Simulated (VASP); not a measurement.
# LiF (Griceite) (Fm-3m) in VASP: notebook, part 2 of 3

VASP 6.6.1. The steps go on from the part before.

**3. Band structure, HSE06**

File POSCAR:

```
LiF                                     
1.0
    0.0000000000      1.9984797583      1.9984797583
    1.9984797583      0.0000000000      1.9984797583
    1.9984797583      1.9984797583      0.0000000000
  Li              F             
     1     1
Direct
     0.0000000000000000    0.0000000000000000    0.0000000000000000
     0.5000000000000000    0.5000000000000000    0.5000000000000000
```

File INCAR.step1:

```
SYSTEM = LiF
ALGO     = Normal         ! electronic algorithm
EDIFF    = 1E-5           ! SCF threshold, eV
ENCUT    = 520            ! plane-wave cutoff, eV
GGA      = PE             ! functional
ISIF     = 2              ! what is computed and relaxed
ISMEAR   = 0              ! smearing method
KPAR     = 4            
LASPH    = .True.         ! aspherical terms in the spheres
LCHARG   = .False.        ! write CHGCAR
LREAL    = .False.        ! projectors in reciprocal space
LWAVE    = .True.         ! write WAVECAR
NBANDS   = 12             ! bands
NELM     = 80             ! most SCF steps
PREC     = Accurate       ! precision mode
SIGMA    = 0.03           ! smearing width, eV
```

File INCAR.step2:

```
SYSTEM = LiF
ALGO     = Normal         ! electronic algorithm
EDIFF    = 1E-7           ! SCF threshold, eV
ENCUT    = 520            ! plane-wave cutoff, eV
GGA      = PE             ! functional
HFSCREEN = 0.2            ! screening, 1/A
ISIF     = 2              ! what is computed and relaxed
ISMEAR   = 0              ! smearing method
ISTART   = 1            
KPAR     = 4            
LASPH    = .True.         ! aspherical terms in the spheres
LCHARG   = .False.        ! write CHGCAR
LHFCALC  = .True.         ! exact exchange
LREAL    = .False.        ! projectors in reciprocal space
LWAVE    = .False.        ! write WAVECAR
NBANDS   = 12             ! bands
NELM     = 80             ! most SCF steps
PREC     = Accurate       ! precision mode
PRECFOCK = Fast         
SIGMA    = 0.03           ! smearing width, eV
```

File KPOINTS:

```
k-points
0
Gamma
  8 8 8
  0 0 0
```

File KPOINTS_OPT:

```
explicit points
6
Reciprocal
 0.0000000000  0.0000000000  0.0000000000 1
 0.3750000000  0.3750000000  0.7500000000 1
 0.5000000000  0.5000000000  0.5000000000 1
 0.6250000000  0.2500000000  0.6250000000 1
 0.5000000000  0.2500000000  0.7500000000 1
 0.5000000000  0.0000000000  0.5000000000 1
```

Potentials or basis: VASP PAW PBE potentials, release 64 (Li_sv, F).

Launch:

```
> cat potpaw_PBE.64/Li_sv/POTCAR potpaw_PBE.64/F/POTCAR > POTCAR
> cp INCAR.step1 INCAR
> mpirun -np 4 vasp_std > vasp.out
> cp INCAR.step2 INCAR
> mpirun -np 4 vasp_std > vasp.out
```

OUTCAR:

```text
SYSTEM = LiF
   EDIFF = 1E-7
   ENCUT = 520
   GGA = PE
   HFSCREEN = 0.2
   ISIF = 2
   ISMEAR = 0
   ISTART = 1
   LASPH = .True.
   LHFCALC = .True.
   LREAL = .False.
   NELM = 80
   PREC = Accurate
   PRECFOCK = Fast

 ion  position               nearest neighbor table
   1  0.000  0.000  0.000-   2 2.00   2 2.00   2 2.00   2 2.00   2 2.00   2 2.00
   2  0.500  0.500  0.500-   1 2.00   1 2.00   1 2.00   1 2.00   1 2.00   1 2.00

  LATTYP: Found a face centered cubic cell.
 ALAT       =     3.9969595166

  Lattice vectors:

 A1 = (   0.0000000000,   1.9984797583,   1.9984797583)
 A2 = (   1.9984797583,   0.0000000000,   1.9984797583)
 A3 = (   1.9984797583,   1.9984797583,   0.0000000000)

Analysis of symmetry for initial positions (statically):
=====================================================================
 Subroutine PRICEL returns:
 Original cell was already a primitive cell.

 Routine SETGRP: Setting up the symmetry group for a
 face centered cubic supercell.

 Subroutine GETGRP returns: Found 48 space group operations
 (whereof 48 operations were pure point group operations)
 out of a pool of 48 trial point group operations.

The static configuration has the point symmetry O_h .

Analysis of symmetry for dynamics (positions and initial velocities):
=====================================================================
 Subroutine PRICEL returns:
 Original cell was already a primitive cell.

 Routine SETGRP: Setting up the symmetry group for a
 face centered cubic supercell.

 Subroutine GETGRP returns: Found 48 space group operations
 (whereof 48 operations were pure point group operations)
 out of a pool of 48 trial point group operations.

The dynamic configuration has the point symmetry O_h .

 Subroutine INISYM returns: Found 48 space group operations
 (whereof 48 operations are pure point group operations),
 and found     1 'primitive' translations

----------------------------------------------------------------------------------------

                                     Primitive cell

  volume of cell :      15.9635

  direct lattice vectors                    reciprocal lattice vectors
     0.000000000  1.998479758  1.998479758    -0.250190175  0.250190175  0.250190175
     1.998479758  0.000000000  1.998479758     0.250190175 -0.250190175  0.250190175
     1.998479758  1.998479758  0.000000000     0.250190175  0.250190175 -0.250190175

  length of vectors
     2.826277178  2.826277178  2.826277178     0.433342094  0.433342094  0.433342094

  position of ions in fractional coordinates (direct lattice)
     0.000000000  0.000000000  0.000000000
     0.500000000  0.500000000  0.500000000

  ion indices of the primitive-cell ions
   primitive index   ion index
                 1           1
                 2           2

----------------------------------------------------------------------------------------

 KPOINTS: k-points

Automatic generation of k-mesh.
 Grid dimensions read from file:
 generate k-points for:    8    8    8

 Generating k-lattice:

  Cartesian coordinates                     Fractional coordinates (reciprocal lattice)
[... 45 lines left out ...]
   dimension x,y,z NGX =    24 NGY =   24 NGZ =   24
   dimension x,y,z NGXF=    48 NGYF=   48 NGZF=   48
   ions per type =               1   1
   NGX,Y,Z   is equivalent  to a cutoff of  14.12, 14.12, 14.12 a.u.
   NGXF,Y,Z  is equivalent  to a cutoff of  28.23, 28.23, 28.23 a.u.
 SYSTEM =  LiF
   PREC   = accura    normal or accurate (medium, high low for compatibility)
   ISTART =      1    job   : 0-new  1-cont  2-samecut
   ICHARG =      0    charge: 1-file 2-atom 10-const
   ISPIN  =      1    spin polarized calculation?
   LNONCOLLINEAR =      F non collinear calculations
   LSORBIT =      F    spin-orbit coupling
   LASPH  =      T    aspherical Exc in radial PAW
   ENCUT  =  520.0 eV  38.22 Ry    6.18 a.u.   5.26  5.26  5.26*2*pi/ulx,y,z
   NELM   =     80;   NELMIN=  2; NELMDL=  0     # of ELM steps
   EDIFF  = 0.1E-06   stopping-criterion for ELM
   LREAL  =      F    real-space projection
   EDIFFG = 0.1E-05   stopping-criterion for IOM
   NSW    =      0    number of steps for IOM
   IBRION =     -1    ionic relax: 0-MD 1-quasi-New 2-CG
   NFREE  =      0    steps in history (QN), initial steepest desc. (CG)
   ISIF   =      2    stress and relaxation
   ISYM   =      3    0-nonsym 1-usesym 2-fastsym
   POTIM  = 0.5000    time-step for ionic-motion
   TEBEG  =    0.0;   TEEND  =   0.0 temperature during run
   PSTRESS=    0.0 pullay stress
   NELECT =      10.0000    total number of electrons
   NUPDOWN=      -1.0000    fix difference up-down
   EMIN   =  10.00;   EMAX   =-10.00  energy-range for DOS
   EFERMI =   0.00;   METHOD = LEGACY
   ISMEAR =     0;   SIGMA  =   0.03  broadening in eV -4-tet -1-fermi 0-gaus
   EFERMI_NEDOS =   21; number of points for ismear=-14 and -15
   IALGO  =     38    algorithm
   IMIX   =      1    mixing-type and parameters
     AMIX     =   0.40;   BMIX     =  1.00
     AMIX_MAG =   1.60;   BMIX_MAG =  1.00
  volume/ion in A,a.u.               =       7.98        53.86
  Fermi-wavevector in a.u.,A,eV,Ry     =   1.400764  2.647061 26.696546  1.962141
  Thomas-Fermi vector in A             =   2.523692
   LORBIT       =      0    0 simple, 1 ext, 2 COOP (PROOUT), +10 PAW based schemes
   GGA     = PE    functional components
   LHFCALC =     T    Hartree Fock is set to
   PRECFOCK=fast      Normal, Fast or Accurate (Low or Medium for compatibility)
   ENCUT4O =  -1.0   cutoff for four orbital integrals eV
   NKREDX  =     1    reduce k-point grid by
   NKREDY  =     1    reduce k-point grid by
   NKREDZ  =     1    reduce k-point grid by
   AEXX    =    0.2500 exact exchange contribution
   HFSCREEN=    0.2000 screening length (either q_TF or 0.3 A-1)
   HFSCREENC=   0.2000 screening length for correlation (either q_TF or 0.3 A-1)
   ENCUTFOCK=  -1.0 apply spherical cutoff to Coloumb kernel
   IVDW    =     0    specifies the selected vdW correction
   LEPSILON=     F    determine dielectric tensor
   LRPA    =     F    only Hartree local field effects (RPA)
 non-spin polarized calculation
 Gauss-broadening in eV      SIGMA  =   0.03
  energy-cutoff  :      520.00
  volume of cell :       15.96
 maximum number of plane-waves:       445
 NGX is ok and might be reduce to    24
  NGX = 14; NGY = 14; NGZ = 14

 number of electron       9.9999996 magnetization

 Free energy of the ion-electron system (eV)
  ---------------------------------------------------
  ext. energy  EPLUGINS =         0.00000000
  ---------------------------------------------------
  free energy    TOTEN  =       -11.40404921 eV

  energy without entropy =      -11.40404921  energy(sigma->0) =      -11.40404921

 E-fermi :  -2.4717     XC(G=0):  -8.2406

 val. band max:       -2.6089012025   @ k =   0.0000   0.0000   0.0000
 cond. band min:       9.0314408420   @ k =   0.0000   0.0000   0.0000
 fundamental gap:     11.6403420445
 Fermi energy:        -2.4717275527

 k-point     1 :       0.0000    0.0000    0.0000
  band No.  band energies     occupation
      1     -45.5297      2.00000
      2     -24.2513      2.00000
      3      -2.6089      2.00000
      4      -2.6089      2.00000
      5      -2.6089      2.00000
      6       9.0314      0.00000
      7      24.3433      0.00000
      8      24.3433      0.00000
      9      24.3433      0.00000
     10      24.4927      0.00000
     11      24.4927      0.00000
     12      24.4927      0.00000
[... 331 lines left out ...]
 k-point    24 :      -0.3750    0.2500    0.1250
  band No.  band energies     occupation
      1     -45.4544      2.00000
      2     -23.6493      2.00000
      3      -5.1313      2.00000
      4      -3.9280      2.00000
      5      -3.1392      2.00000
      6      12.4933      0.00000
      7      15.9329      0.00000
      8      19.1561      0.00000
      9      19.4882      0.00000
     10      27.9946      0.00000
     11      29.1336      0.00000
     12      34.8937      0.00000

 [... further k-points ...]
[... 5 lines left out ...]
  --------------------------------------------------------------------------------------
  -------------------------------------------------------------------------------------
  Total        0.0681551      0.0681551      0.0681551      0.0000000      0.0000000      0.0000000
  in kB        6.8403707      6.8403707      6.8403707      0.0000000      0.0000000      0.0000000
  external PRESSURE =       6.8403707 kB  Pullay stress =       0.0000000 kB

 VOLUME and BASIS-vectors are now :
 -----------------------------------------------------------------------------
  energy-cutoff  :      520.00
  volume of cell :       15.96
      direct lattice vectors                 reciprocal lattice vectors
     0.000000000  1.998479758  1.998479758    -0.250190175  0.250190175  0.250190175
     1.998479758  0.000000000  1.998479758     0.250190175 -0.250190175  0.250190175
     1.998479758  1.998479758  0.000000000     0.250190175  0.250190175 -0.250190175

 POSITION                                       TOTAL-FORCE (eV/Angst)
 -----------------------------------------------------------------------------------
      0.00000      0.00000      0.00000         0.000000     -0.000000      0.000000
      1.99848      1.99848      1.99848        -0.000000      0.000000     -0.000000
 -----------------------------------------------------------------------------------
    total drift:                                0.000000      0.000000      0.000000

  FREE ENERGIE OF THE ION-ELECTRON SYSTEM (eV)
  ---------------------------------------------------
  free  energy   TOTEN  =       -11.4040492120 eV

  energy  without entropy=      -11.4040492120  energy(sigma->0) =      -11.40404921
```

Run time: 4.4 min. Hardware: 4 MPI ranks of AMD EPYC 9R45 (Zen 5), shared host; peak memory 0.23 GiB.

Results:

```
Free energy             : -11.4040 eV
Band gap on the k mesh  : 11.64 eV, direct
Band gap along the path : 11.64 eV, direct
```

Levels at points of the mesh, in eV from the valence-band top:
| k point | band 1 | band 2 | band 3 | band 4 | band 5 | band 6 | band 7 | band 8 | band 9 | band 10 |
| --- | --- | --- | --- | --- | --- | --- | --- | --- | --- | --- |
| (0.00, 0.00, 0.00) | -42.92 | -21.64 | 0.00 | 0.00 | 0.00 | 11.64 | 26.95 | 26.95 | 26.95 | 27.10 |
| (0.50, 0.00, 0.00) | -42.85 | -21.17 | -2.74 | -0.26 | -0.26 | 13.26 | 19.72 | 21.61 | 21.61 | 33.53 |
| (0.50, 0.50, 0.00) | -42.84 | -20.88 | -3.23 | -1.09 | -1.09 | 17.66 | 18.91 | 20.31 | 23.26 | 23.26 |

Caveat: the cutoff is under 1.25 times the usual one of these potentials, so pressure, stress and relaxed cells hold a basis-set (Pulay) error; the PAW data sets were made with another functional, which shifts forces and pressure a little.

**4. Band structure, PBE0**

POSCAR is that of step 3.

INCAR.step1 is that of step 3.

INCAR.step2, as its differences from that of step 3:

```diff
@@ -1,2 +1,3 @@
 SYSTEM = LiF
+AEXX     = 0.25           ! exact-exchange fraction
 ALGO     = Normal         ! electronic algorithm
@@ -5,3 +6,3 @@
 GGA      = PE             ! functional
-HFSCREEN = 0.2            ! screening, 1/A
+HFRCUT   = -1           
 ISIF     = 2              ! what is computed and relaxed
```

KPOINTS is that of step 3.

KPOINTS_OPT is that of step 3.

Launch:

```
> cat potpaw_PBE.64/Li_sv/POTCAR potpaw_PBE.64/F/POTCAR > POTCAR
> cp INCAR.step1 INCAR
> mpirun -np 4 vasp_std > vasp.out
> cp INCAR.step2 INCAR
> mpirun -np 4 vasp_std > vasp.out
```

Run time: 4.1 min. Hardware: 4 MPI ranks of AMD EPYC 9R45 (Zen 5), shared host; peak memory 0.14 GiB.

The run converged. Its results:

* Free energy: -11.9099 eV
* Band gap on the k mesh: 12.37 eV, direct
* Band gap along the path: 12.37 eV, direct

Levels at points of the mesh, in eV from the valence-band top:
| k point | band 1 | band 2 | band 3 | band 4 | band 5 | band 6 | band 7 | band 8 | band 9 | band 10 |
| --- | --- | --- | --- | --- | --- | --- | --- | --- | --- | --- |
| (0.00, 0.00, 0.00) | -42.93 | -21.65 | 0.00 | 0.00 | 0.00 | 12.37 | 27.73 | 27.73 | 27.73 | 27.85 |
| (0.50, 0.00, 0.00) | -42.86 | -21.17 | -2.75 | -0.26 | -0.26 | 14.00 | 20.47 | 22.37 | 22.37 | 34.27 |
| (0.50, 0.50, 0.00) | -42.84 | -20.88 | -3.25 | -1.10 | -1.10 | 18.42 | 19.64 | 21.06 | 24.03 | 24.03 |

Caveat: the cutoff is under 1.25 times the usual one of these potentials, so pressure, stress and relaxed cells hold a basis-set (Pulay) error; the PAW data sets were made with another functional, which shifts forces and pressure a little.

(Continued in part 3 of 3.)
